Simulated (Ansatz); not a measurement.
Crystal: V.

```
CELL_PARAMETERS angstrom
-1.51435 1.51435 1.51435
1.51435 -1.51435 1.51435
1.51435 1.51435 -1.51435
ATOMIC_POSITIONS crystal
V 0.00000 0.00000 0.00000
```

A run of Ansatz 0.2.0 on this cell left the log below. Logs are shortened: lines on timing, memory, paths and dates and some standing lists are left out, and cuts for length are marked.

```text
Warning: output.stress: scf.convergence.dr2_threshold = 1e-7 eV (the SCF's general default) is looser than the 1e-10 eV advised for a printed stress (1e-10 eV for each atom of the cell: 1). What an SCF threshold leaves in a stress goes as its square root, and in the free energy as the threshold itself, and one threshold admits the most on a small cell: of the crystals measured, under no hybrid functional and no lock of the moments, on runs that ended without the residual-converged pass, on stresses that held no estimate of that error, the worst erred by over 100 MPa in a component at 1e-7 eV an atom and by under 5 at 1e-10. Set scf.convergence.dr2_threshold to 1e-10 eV or tighter. The threshold is an SCF's pass mark: one that does not reach it within its budget of iterations ends unconverged, or closes short of it on a stop that the run arms, and scf.convergence.dr2_threshold's page says what that costs each kind of run
Warning: output.stress: scf.exx.energy_threshold = 1e-6 eV is looser than the 1e-8 eV advised for a stress under a hybrid functional (1e-8 eV for each atom of the cell: 1). Every SCF of the exchange loop can meet its threshold on dr2 while the loop round them stops early: no threshold on dr2 bounds what that leaves in the stress. Set scf.exx.energy_threshold to 1e-8 eV or tighter. The threshold is the loop's pass mark: a loop that does not reach it within its budget of cycles ends unconverged, and scf.exx.energy_threshold's page has the law
Warning: RAYON_NUM_THREADS=2 ignored (pool sized by the plan → 2); use --threads N
Engine: ansatz 0.2.0, x86_64-unknown-linux-gnu
Pseudopotentials: kind: paw
Pseudopotential: V, paw, valence charge 13, recommended cutoff 420 eV (normal), V.paw.azcp
Functional definition: unnamed
  parameter a_1 = 0.25
  exchange = (1 - a_1)*pbe_x(mu = 0.12345679012345678) + a_1*exact_x
  correlation = pbe_c(beta = 0.046)
Crystal: 1 atoms, lattice volume = 13.891 Å³
Basis set: ecut = 420 eV, 249 PW (Γ), exchange–correlation on 36×36×36 points (8 copies of the dense FFT grid, shifted against one another)
Bands: 12, of which v1, the nominal top of the filled ones, is band 7 counted from 1 (6 counted from 0)
Symmetry: 48 space group operations
Space group: Im-3m (ITA 229), of the structure as read, at distance tolerance 2.4e-5 Å
Magnetic group: BNS 229.140 (UNI 1642), of the structure as read, at distance tolerance 2.4e-5 Å
k-points: 16 of 216
Non-local potential: V, projectors of the file, l = 0: 3, l = 1: 2, l = 2: 3, l = 3: 1
PAW form: soft (Blöchl's): semilocal exchange-correlation on the pseudo side does not see the compensation charge
PAW frozen core: V, regenerated for the run's functional, and the local potential with it (the file was generated under x = pbe(κ = 0.804, μ = 0.2195149727645171), c = pbe(β = 0.06672455060314922))
PAW one-centre angular grid: V, 590 points (default); XC on 64 Gauss nodes
Initial density: superposition of atomic densities (chi_scale 0.1, normalization cell)
Starting moments: Σ|m| = 2 μB on 1 of 1 site
Initial wavefunctions: pseudopotential atomic-orbital guess
[... 132 lines left out ...]
hybrid SCF converged: 10 outer / 56 inner (+13 warm-up), last move |dexx| = 8.05e-9 eV, tail = 6.77e-9 eV
Magnetization: 0.7778 μB (6.8889 up, 6.1111 down)
Absolute magnetization: 0.7908 μB (∫|ρ↑−ρ↓|, with the PAW one-centre terms)
Spin contamination: 0.0238 ħ² per cell (⟨S²⟩ above its minimum at these occupations)
Per-site moments (μB) at R_I (Å): [(0.6350611917626628, 1.081959095432296)]
Free energy (F): -2891.680482 eV
Frozen-core exchange: fock
Harris-Foulkes:  -2891.680482 eV  (|F-HF|=5.04e-10)
Internal energy: -2891.673548 eV  (E = F + TS)
E sigma→0 (E₀):  -2891.677015 eV
Entropy (-TS):   -0.006934 eV (-6.934 meV/atom)
Fermi energy:    15.937110 eV
--- Per-component energies (eV) ---
  E_band       = -192.602611
  E_kinetic    = 335.438921
  E_local      = -907.342737  (includes V_loc(G=0)·N_el)
  E_nonlocal   = -46.671805
  E_hartree    = 410.346318
  E_xc         = -100.207749
  E_vxc        = -127.331726  (∫ρ·V_xc dr)
  E_exx        = -51.317476  (= α·E_x^exact, valence–valence)
  E_paw        = -1069.802481  (= ΣΔE_a)
  E_vpaw       = -164.753058  (= ΣTr[D̂ρ^β])
  E_aug_tail   = 0.000248  (compensation charges beyond the density's cutoff)
  E_ewald      = -1462.049804
  E_core_change = -0.066983  (= ΣΔE_core)
  E_smearing   = -0.006934  (= −TS)
  E_closure    = -0.000000  (closes the sum)
  Σ components = -2891.680482   (vs F -2891.680482, Δ=0.00e0)
--- Forces (eV/Å), atoms counted from 1 ---
  atom   1  V      0.00000000    -0.00000000     0.00000000
  max |Σ_I F_I| component: 5.52e-30 eV/Å
--- Stress (GPa, compression-positive) ---
      -13.655109       0.000000      -0.000000
       -0.000000     -13.655109      -0.000000
        0.000000       0.000000     -13.655109
  P = ⅓ Tr σ = -13.6551 GPa (-136.551 kbar)
--- Band table (eV; the first three rows and the last of 32) ---
  k-point 0 ↑: bands = ["-53.7531", "-25.4825", "-25.4825", "-25.4825", "7.2989", "15.0340", "15.0340", "15.0340", "19.3773", "19.3773", "37.2211", "37.2211"]
  k-point 1 ↑: bands = ["-53.7042", "-25.7238", "-25.5542", "-25.4805", "8.4642", "14.4517", "14.8338", "16.5759", "18.8938", "19.3770", "35.2570", "36.6330"]
  k-point 2 ↑: bands = ["-53.6066", "-26.1909", "-25.6951", "-25.4755", "10.6803", "13.4691", "14.8601", "18.8206", "18.8540", "19.4842", "30.0506", "33.9441"]
  k-point 15 ↓: bands = ["-52.6995", "-25.2788", "-25.2788", "-25.2788", "11.9976", "11.9976", "21.3052", "21.3052", "21.3052", "27.1513", "27.1513", "27.1513"]
```

Problem. What input gives this log?

Solution. Single point with PBEsol0, collinear spin, ferromagnetic start. The files as run (others can give the same):

input.yaml
```yaml
crystal:
  lattice:
    - [-1.51435, 1.51435, 1.51435]
    - [1.51435, -1.51435, 1.51435]
    - [1.51435, 1.51435, -1.51435]
  atoms:
    - { symbol: V, position: [0.0, 0.0, 0.0], spin: 2.0 }
hamiltonian:
  xc: { exchange: pbesol, correlation: pbesol, exx: { coeff: 0.25 } }
  pseudopotentials: { kind: paw }
magnetization:
  spin_polarized: true
kpoints:
  mp_grid: { grid: [6, 6, 6] }
scf:
  occupations: { method: fermi_dirac, width: 0.05 }
output:
  forces: true
  stress: true
  eigenvalues: true
  write_density: true
  write_potential: true
  elf: true
  volumetric_format: npy
```

Potentials or basis: Ansatz PAW.
Launch:
```console
$ ansatz run input.yaml --threads 2 --pin off --max-ram 5632MiB --backend cpu --events-out ev --progress --plain --runs-dir out
```

Caveat: the k mesh is coarse (spacing up to 0.49 Å⁻¹), so the values aren't converged, least of all with exact exchange; the magnetic or orbital state may not be the lowest; the PAW data sets come from PBE, with cores solved anew for the run's functional, which leaves a small shift of forces and pressure; the thresholds are loose for stress.
